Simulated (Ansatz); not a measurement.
NbAs:

```xyz
4
Lattice="-1.7259 1.7259 5.8400 1.7259 -1.7259 5.8400 1.7259 1.7259 -5.8400" Properties=species:S:1:pos:R:3 pbc="T T T"
Nb    0.0000    1.7259    0.0000
Nb    0.0000    0.0000    8.7600
As    0.0000    1.7259    4.8589
As    0.0000    0.0000    1.9389
```

Base run:

| Item | Value |
| --- | --- |
| Program | Ansatz 0.2.0 |
| Functional | PBEsol |
| Potentials or basis | Ansatz PAW |
| Cutoff | 420 eV (not typed: the program's choice for these potentials) |
| k mesh | 11 × 11 × 11 |
| Occupations | fermi-dirac, width 0.05 eV |
| Spin | no spin polarisation |

Its results: pressure -2.3 GPa; largest force 0.288 eV/Å.

Problem. The run is repeated on the same cell with these changes: functional from PBEsol to PBEsol0; k mesh from 11 × 11 × 11 to 6 × 6 × 6. What comes out?

Solution. Pressure -5.3 GPa; largest force 0.308 eV/Å.

Several settings changed at once, so the effect can't be laid on one alone.

Caveats: some runs use coarse meshes; the PAW data sets come from PBE, with cores solved anew for the run's functional, which leaves a small shift of forces and pressure; the thresholds are loose for stress (some runs).
